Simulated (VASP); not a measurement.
# GaN (Fm-3m) in VASP: Born charges and dielectric tensor with LDA

Aim: the Born charges and dielectric tensor of GaN with LDA.

Program: VASP 6.6.1. These are calculated values, not measurements. Logs are shortened: lines on timing, memory, paths and dates and some standing lists are left out, and cuts for length are marked.

### 1 Starting point

Symmetry: Fm-3m, No. 225, cubic system. Conventional cell: a = 4.188 Å, b = 4.188 Å, c = 4.188 Å, α = 90.00°, β = 90.00°, γ = 90.00°. Around Ga (site symmetry m-3m) lie 6 N at 2.09 Å. N (site symmetry m-3m) has 6 Ga at 2.09 Å as nearest neighbours.

Measurements of this composition are mostly on another form, of space group No. 186.

### 2 Born charges and dielectric tensor, LDA

Input file INCAR:

```
  PREC = Accurate
  ENCUT = 600
  EDIFF = 1E-8
  ISMEAR = 0
  SIGMA = 0.02
  LREAL = F
  LASPH = T
  NELM = 80
  ALGO = Normal
  ISIF = 2
  LWAVE = F
  LCHARG = F
  GGA = CA
  LEPSILON = T
  IBRION = 8
  NSW = 1
```

Input file KPOINTS:

```
Automatic mesh
0
Gamma
  14 14 14
```

Input file POSCAR:

```
GaN
1.0
    0.0000000000      2.0941500000      2.0941500000
    2.0941500000      0.0000000000      2.0941500000
    2.0941500000      2.0941500000      0.0000000000
Ga N
1 1
Direct
    0.0000000000      0.0000000000      1.0000000000
    0.5000000000      0.5000000000      0.5000000000
```

Potentials or basis: VASP PAW LDA potentials, release 64 (Ga, N).

Launch:

```bash
> cat potpaw_LDA.64/Ga/POTCAR potpaw_LDA.64/N/POTCAR > POTCAR
> mpirun -np 1 vasp_std > vasp.out
```

OUTCAR:

```text
PREC = Accurate
   ENCUT = 600
   EDIFF = 1E-8
   ISMEAR = 0
   LREAL = F
   LASPH = T
   NELM = 80
   ISIF = 2
   GGA = CA
   LEPSILON = T
   IBRION = 8
   NSW = 1

 ion  position               nearest neighbor table
   1  0.000  0.000  0.000-   2 2.09   2 2.09   2 2.09   2 2.09   2 2.09   2 2.09
   2  0.500  0.500  0.500-   1 2.09   1 2.09   1 2.09   1 2.09   1 2.09   1 2.09

  LATTYP: Found a face centered cubic cell.
 ALAT       =     4.1883000000

  Lattice vectors:

 A1 = (   0.0000000000,   2.0941500000,   2.0941500000)
 A2 = (   2.0941500000,   0.0000000000,   2.0941500000)
 A3 = (   2.0941500000,   2.0941500000,   0.0000000000)

Analysis of symmetry for initial positions (statically):
=====================================================================
 Subroutine PRICEL returns:
 Original cell was already a primitive cell.

 Routine SETGRP: Setting up the symmetry group for a
 face centered cubic supercell.

 Subroutine GETGRP returns: Found 48 space group operations
 (whereof 48 operations were pure point group operations)
 out of a pool of 48 trial point group operations.

The static configuration has the point symmetry O_h .

Analysis of symmetry for dynamics (positions and initial velocities):
=====================================================================
 Subroutine PRICEL returns:
 Original cell was already a primitive cell.

 Routine SETGRP: Setting up the symmetry group for a
 face centered cubic supercell.

 Subroutine GETGRP returns: Found 48 space group operations
 (whereof 48 operations were pure point group operations)
 out of a pool of 48 trial point group operations.

The dynamic configuration has the point symmetry O_h .

 Subroutine INISYM returns: Found 48 space group operations
 (whereof 48 operations are pure point group operations),
 and found     1 'primitive' translations

----------------------------------------------------------------------------------------

                                     Primitive cell

  volume of cell :      18.3676

  direct lattice vectors                    reciprocal lattice vectors
     0.000000000  2.094150000  2.094150000    -0.238760356  0.238760356  0.238760356
     2.094150000  0.000000000  2.094150000     0.238760356 -0.238760356  0.238760356
     2.094150000  2.094150000  0.000000000     0.238760356  0.238760356 -0.238760356

  length of vectors
     2.961575332  2.961575332  2.961575332     0.413545068  0.413545068  0.413545068

  position of ions in fractional coordinates (direct lattice)
     0.000000000  0.000000000  0.000000000
     0.500000000  0.500000000  0.500000000

  ion indices of the primitive-cell ions
   primitive index   ion index
                 1           1
                 2           2

----------------------------------------------------------------------------------------

 KPOINTS: Automatic mesh

Automatic generation of k-mesh.
 Grid dimensions read from file:
 generate k-points for:   14   14   14

[... 414 lines left out ...]

 Free energy of the ion-electron system (eV)
  ---------------------------------------------------
  ---------------------------------------------------
  free energy    TOTEN  =        -0.34575702 eV

  energy without entropy =       -0.34575702

------------------------ aborting loop because EDIFF is reached ----------------------------------------

--------------------------------------- Ionic step        2  -------------------------------------------

------------------------ aborting loop because EDIFF is reached ----------------------------------------

--------------------------------------- Ionic step        3  -------------------------------------------

------------------------ aborting loop because EDIFF is reached ----------------------------------------

 PIEZOELECTRIC TENSOR FIELD DIRECTION 3  (e Angst)
 -----------------------------------------------------------------------------
    -0.00009  0.00000 -0.00000           ( -0.00004  0.00000 -0.00000)
     0.00000 -0.00009  0.00000           (  0.00000 -0.00004  0.00000)
    -0.00000  0.00000  0.00028           ( -0.00000  0.00000 -0.00004)

 PIEZOELECTRIC TENSOR FIELD DIRECTION 3  (C/m^2)
 -----------------------------------------------------------------------------
    -0.00008  0.00000 -0.00000
     0.00000 -0.00008  0.00000
    -0.00000  0.00000  0.00025

--------------------------------------- Ionic step        4  -------------------------------------------

------------------------ aborting loop because EDIFF is reached ----------------------------------------

[... ionic steps 5 to 6 ...]

--------------------------------------- Ionic step        7  -------------------------------------------

 Free energy of the ion-electron system (eV)
  ---------------------------------------------------
  ---------------------------------------------------
  free energy    TOTEN  =        -0.22818579 eV

  energy without entropy =       -0.22818579

------------------------ aborting loop because EDIFF is reached ----------------------------------------

 INTERNAL STRAIN TENSOR  FOR ION    2  DIRECTION 1   (eV/Angst):
 -----------------------------------------------------------------------------
    -0.02816 -0.00000  0.00000
    -0.00000  0.02065  0.00000
    -0.00000  0.00000  0.02065

 MACROSCOPIC STATIC DIELECTRIC TENSOR (including local field effects in DFT)
 ------------------------------------------------------
           7.499294    -0.000000    -0.000000
          -0.000000     7.499294    -0.000000
           0.000000     0.000000     7.499294
 ------------------------------------------------------

 PIEZOELECTRIC TENSOR (including local field effects)  for field in x, y, z        (e  Angst)
          XX          YY          ZZ          XY          YZ          ZX
  --------------------------------------------------------------------------------
  x     0.00000     0.00000     0.00000     0.00000     0.00000     0.00000
  y     0.00000     0.00000     0.00000     0.00000     0.00000     0.00000
  z     0.00000     0.00000     0.00000     0.00000     0.00000     0.00000

 PIEZOELECTRIC TENSOR (including local field effects)  for field in x, y, z        (C/m^2)
          XX          YY          ZZ          XY          YZ          ZX
  --------------------------------------------------------------------------------
  x     0.00000     0.00000     0.00000     0.00000     0.00000     0.00000
  y     0.00000     0.00000     0.00000     0.00000     0.00000     0.00000
  z     0.00000     0.00000     0.00000     0.00000     0.00000     0.00000

 BORN EFFECTIVE CHARGES (including local field effects) (in |e|, cummulative output)
 ---------------------------------------------------------------------------------
 ion    1
    1     3.53355     0.00000    -0.00000
    2    -0.00000     3.53355    -0.00000
    3     0.00000    -0.00000     3.53355
 ion    2
    1    -3.53355    -0.00000     0.00000
    2     0.00000    -3.53355     0.00000
    3    -0.00000     0.00000    -3.53355

 INTERNAL STRAIN TENSOR FOR ION    2 for displacements in x,y,z  (eV/Angst):
          X           Y           Z          XY          YZ          ZX
  --------------------------------------------------------------------------------
  x     0.00000     0.00000     0.00000     0.00000     0.00000     0.00000
  y     0.00000     0.00000     0.00000     0.00000     0.00000     0.00000
  z     0.00000     0.00000     0.00000     0.00000     0.00000     0.00000

 SECOND DERIVATIVES (NOT SYMMETRIZED)
 ------------------------------------
               1X          1Y          1Z          2X          2Y          2Z
  1X    -4.357345    0.000000    0.000000    4.357345    0.000000    0.000000
  1Y     0.000000   -4.357345    0.000000    0.000000    4.357345    0.000000
  1Z     0.000000    0.000000   -4.357345    0.000000    0.000000    4.357345
  2X     4.358082    0.000000    0.000000   -4.358082    0.000000    0.000000
  2Y     0.000000    4.358082    0.000000    0.000000   -4.358082    0.000000
  2Z     0.000000    0.000000    4.358082    0.000000    0.000000   -4.358082

 Eigenvectors and eigenvalues of the dynamical matrix
 ----------------------------------------------------

   1 f  =    9.557619 THz    60.052290 2PiTHz  318.807848 cm-1    39.527118 meV
             X         Y         Z           dx          dy          dz
      0.000000  0.000000  0.000000    -0.408906    0.000000    0.000000
      2.094150  2.094150  2.094150     0.912576    0.000000    0.000000
[... 21 lines left out ...]
   6 f/i=    0.000302 THz     0.001896 2PiTHz    0.010064 cm-1     0.001248 meV
             X         Y         Z           dx          dy          dz
      0.000000  0.000000  0.000000     0.000000    0.000000    0.912576
      2.094150  2.094150  2.094150     0.000000    0.000000    0.408906

--------------------------------------------------------------------------------------------------------

 MACROSCOPIC STATIC DIELECTRIC TENSOR IONIC CONTRIBUTION
 ------------------------------------------------------
          28.227802    -0.000000     0.000000
           0.000000    28.227802    -0.000000
           0.000000    -0.000000    28.227802
 ------------------------------------------------------

 ELASTIC MODULI CONTR FROM IONIC RELAXATION (kBar)
 Direction    XX          YY          ZZ          XY          YZ          ZX
 --------------------------------------------------------------------------------
 XX           0.0000      0.0000      0.0000      0.0000      0.0000      0.0000
 YY           0.0000      0.0000      0.0000      0.0000      0.0000      0.0000
 ZZ           0.0000      0.0000      0.0000      0.0000      0.0000      0.0000
 XY           0.0000      0.0000      0.0000      0.0000      0.0000      0.0000
 YZ           0.0000      0.0000      0.0000      0.0000      0.0000      0.0000
 ZX           0.0000      0.0000      0.0000      0.0000      0.0000      0.0000
 --------------------------------------------------------------------------------

 PIEZOELECTRIC TENSOR IONIC CONTR  for field in x, y, z        (C/m^2)
          XX          YY          ZZ          XY          YZ          ZX
  --------------------------------------------------------------------------------
  x     0.00000     0.00000     0.00000     0.00000     0.00000     0.00000
  y     0.00000     0.00000     0.00000     0.00000     0.00000     0.00000
  z     0.00000     0.00000     0.00000     0.00000     0.00000     0.00000
```

It took 79 s on 1 thread of Intel Xeon 6975P-C (Granite Rapids), shared host; peak memory 0.26 GiB.

Results:

```yaml
Band_gap_on_the_k_mesh: 0.69 eV, indirect (least direct gap 3.22 eV)
Electronic_dielectric_tensor_diagonal: 7.50
Born_charges_mean_of_the_diagonal: Ga +3.53; N -3.53 e
Highest_phonon_frequency_at_Γ_LO-TO_splitting_left_out: 319 cm⁻¹
```

Levels at points of the mesh, in eV from the valence-band top:
| k point | band 2 | band 3 | band 4 | band 5 | band 6 | band 7 |
| --- | --- | --- | --- | --- | --- | --- |
| (0.00, 0.00, 0.00) | -0.51 | -0.51 | -0.51 | 2.71 | 14.58 | 14.58 |
| (0.50, 0.00, 0.00) | -8.71 | -0.19 | -0.19 | 4.82 | 9.12 | 9.12 |
| (0.50, 0.50, 0.00) | -7.35 | -3.13 | -3.13 | 0.69 | 7.84 | 12.11 |

Phonon frequencies in cm⁻¹ (negative: imaginary):
```
              q point        frequencies
(0.000, 0.000, 0.000)  0 0 0 319 319 319
```

Electronic dielectric tensor:
```
7.50 0.00 0.00
0.00 7.50 0.00
0.00 0.00 7.50
```

Born effective charge tensors (e):
atom 1, Ga
```
3.53 0.00 0.00
0.00 3.53 0.00
0.00 0.00 3.53
```
atom 2, N
```
-3.53  0.00  0.00
 0.00 -3.53  0.00
 0.00  0.00 -3.53
```

Caveat: the gap is small at this level, which inflates the dielectric constant. A k mesh can miss the band edges.
